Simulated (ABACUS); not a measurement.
# TePb (Fm-3m) in ABACUS: settings compared, part 2 of 2

ABACUS 3.10.1.

### Step 8. Band structure, TPSS

Contents of INPUT:

```
INPUT_PARAMETERS
suffix              TePb
calculation         nscf
basis_type          pw
pseudo_dir          ./
symmetry            -1
dft_functional      MGGA_X_TPSS+MGGA_C_TPSS
ecutwfc             96.0
pseudo_rcut         10
nspin               1
nbands              25
ks_solver           dav
smearing_method     fd
smearing_sigma      0.00367493
scf_thr             1e-08
scf_nmax            100
mixing_type         broyden
mixing_beta         0.7
mixing_tau          1
init_chg            file
pw_diag_thr         1e-07
out_band            1
kpar                4
```

Contents of STRU:

```
ATOMIC_SPECIES
Pb 207.2000 Pb_ONCV_PBE-1.2.upf
Te 127.6000 Te_ONCV_PBE-1.2.upf

LATTICE_CONSTANT
1.8897261246

LATTICE_VECTORS
0.0000000000 3.2310000000 3.2310000000
3.2310000000 0.0000000000 3.2310000000
3.2310000000 3.2310000000 0.0000000000

ATOMIC_POSITIONS
Direct

Pb
0.0
1
0.0000000000 0.0000000000 0.0000000000 1 1 1

Te
0.0
1
0.5000000000 0.5000000000 0.5000000000 1 1 1
```

Contents of KPT:

```
K_POINTS
12
Line
0.00000000 0.00000000 0.00000000 10 // G
0.50000000 0.00000000 0.50000000 10 // X
0.50000000 0.25000000 0.75000000 10 // W
0.37500000 0.37500000 0.75000000 10 // K
0.00000000 0.00000000 0.00000000 10 // G
0.50000000 0.50000000 0.50000000 10 // L
0.62500000 0.25000000 0.62500000 10 // U
0.50000000 0.25000000 0.75000000 10 // W
0.50000000 0.50000000 0.50000000 10 // L
0.37500000 0.37500000 0.75000000 1 // K
0.62500000 0.25000000 0.62500000 10 // U
0.50000000 0.00000000 0.50000000 1 // X
```

Potentials or basis: SG15 ONCV 1.2 PBE, plane waves.

Run with:

```console
$ OMP_NUM_THREADS=1 mpirun -np 4 abacus > log
```

running log:

```text
ABACUS v3.10.1

               Atomic-orbital Based Ab-initio Computation at UStc

 ------------------------------------------------------------------------------------

 READING GENERAL INFORMATION
                           global_out_dir = OUT.TePb/
                           global_in_card = INPUT
                               pseudo_dir = ./
                              orbital_dir =
                                    DSIZE = 4
                                    GSIZE = 1

 READING UNITCELL INFORMATION
                                    ntype = 2
                  lattice constant (Bohr) = 1.88973
              lattice constant (Angstrom) = 1

 READING ATOM TYPE 1
                               atom label = Pb
                      L=0, number of zeta = 1
                      L=1, number of zeta = 1
                      L=2, number of zeta = 1
             number of atom for this type = 1

 READING ATOM TYPE 2
                               atom label = Te
                      L=0, number of zeta = 1
                      L=1, number of zeta = 1
                      L=2, number of zeta = 1
             number of atom for this type = 1

                        TOTAL ATOM NUMBER = 2
DIRECT COORDINATES
    atom                   x                   y                   z     mag                  vx                  vy                  vz
[... 190 lines left out ...]

 PW ALGORITHM --------------- ION=   1  ELEC=   1--------------------------------

 k(1/102) Iter steps (avg)=12 threshold=1e-07

 k(2/102) Iter steps (avg)=11 threshold=1e-07
 k(3/102) Iter steps (avg)=12 threshold=1e-07
 k(4/102) Iter steps (avg)=13 threshold=1e-07
 k(5/102) Iter steps (avg)=14 threshold=1e-07
[... 7 lines left out ...]
 k(12/102) Iter steps (avg)=19 threshold=1e-07
 k(13/102) Iter steps (avg)=21 threshold=1e-07
 k(14/102) Iter steps (avg)=19 threshold=1e-07
 k(15/102) Iter steps (avg)=20 threshold=1e-07
 k(16/102) Iter steps (avg)=19 threshold=1e-07
 k(17/102) Iter steps (avg)=17 threshold=1e-07
 k(18/102) Iter steps (avg)=14 threshold=1e-07
 k(19/102) Iter steps (avg)=14 threshold=1e-07
 k(20/102) Iter steps (avg)=14 threshold=1e-07
 k(21/102) Iter steps (avg)=14 threshold=1e-07
 k(22/102) Iter steps (avg)=15 threshold=1e-07
 k(23/102) Iter steps (avg)=14 threshold=1e-07
 k(24/102) Iter steps (avg)=16 threshold=1e-07
 k(25/102) Iter steps (avg)=15 threshold=1e-07
 k(26/102) Iter steps (avg)=16 threshold=1e-07
[... levels at 26 k points of this process ...]

 Density error is 0.00000000000
                          Error Threshold = 1.00000000000e-07
----------------------------------------------------------
     Energy           Rydberg                 eV
----------------------------------------------------------
 E_KohnSham     -287.3889473482      -3910.1272261580
 E_KS(sigma->0) -287.3889468650      -3910.1272195833
 E_Harris       -287.3889473482      -3910.1272261580
 E_band         -20.9583108810       -285.1524484367
 E_one_elec     -112.4254137302      -1529.6262267387
 E_Hartree      66.8313217171        909.2867802233
 E_xc           -32.1091633325       -436.8675793351
 E_Ewald        -209.6856910361      -2852.9201871582
 E_entropy(-TS) -0.0000009665        -0.0000131494
 E_descf        0.0000000000         0.0000000000
 E_exx          0.0000000000         0.0000000000
 E_Fermi        0.7371853440         10.0299211600
----------------------------------------------------------

 charge density convergence is achieved
 final etot is -3910.1272262 eV
 EFERMI = 10.029921160 eV

 STATE ENERGY(eV) AND OCCUPATIONS    NSPIN == 1
 1/26 kpoint (Cartesian) = 0.0000 0.0000 0.0000 (7239 pws)
       1       -26.2315      0.0196078
       2       -26.2315      0.0196078
       3       -26.2223      0.0196078
       4       -26.2223      0.0196078
       5       -26.2223      0.0196078
       6       -6.95394      0.0196078
[... 152 lines left out ...]
      24        20.5659        0.00000
      25        23.9040        0.00000

[... levels at 20 further k points ...]

 --------------------------------------------
 !FINAL_ETOT_IS -3910.127226157982 eV
 --------------------------------------------

 Output bands in file: OUT.TePb/BANDS_1.dat
```

Run time: 2.7 min. Hardware: 4 MPI ranks of Intel Xeon Platinum 8259CL at 2.50GHz (Skylake/Cascade Lake), shared host; peak memory 0.84 GiB.

What came out:

```
Band gap along the path : 0.82 eV, direct
```

Levels at the corners of the path, in eV from the Fermi level:
```
point  band 13  band 14  band 15  band 16  band 17  band 18
    Γ    -1.68    -1.68    -1.68     3.82     3.82     3.82
    X    -4.90    -3.15    -3.15     2.94     5.21     5.21
    W    -4.17    -4.17    -0.73     1.43     4.91     4.91
    K    -4.51    -2.65    -2.45     3.27     3.54     4.86
    Γ    -1.68    -1.68    -1.68     3.82     3.82     3.82
    L    -1.24    -1.24    -0.41     0.41     1.03     1.03
    U    -4.51    -2.65    -2.45     3.27     3.54     4.86
    W    -4.17    -4.17    -0.73     1.43     4.91     4.91
    L    -1.24    -1.24    -0.41     0.41     1.03     1.03
    K    -4.51    -2.65    -2.45     3.27     3.54     4.86
    U    -4.51    -2.65    -2.45     3.27     3.54     4.86
    X    -4.90    -3.15    -3.15     2.94     5.21     5.21
```

Caveat: the density is read from an earlier self-consistent run, whose mesh may be coarse; spin-orbit coupling is left out, which moves the levels of the heavy elements.

### Step 9. How close it comes

Step 2. Measured gap of TePb: 0.19 eV (direct; 4.2 K; a printed reference work, monograph). This calculation gives 0.65 eV (+0.46 eV). Spin-orbit coupling on Pb, Te is left out. The value is that of WC, without temperature or zero-point motion.

Step 8. A measured gap of TePb is 0.19 eV (direct; 4.2 K; a printed reference work, monograph); the calculated 0.82 eV misses it by +0.63 eV. Spin-orbit coupling on Pb, Te is left out. The value is that of TPSS, without temperature or zero-point motion.
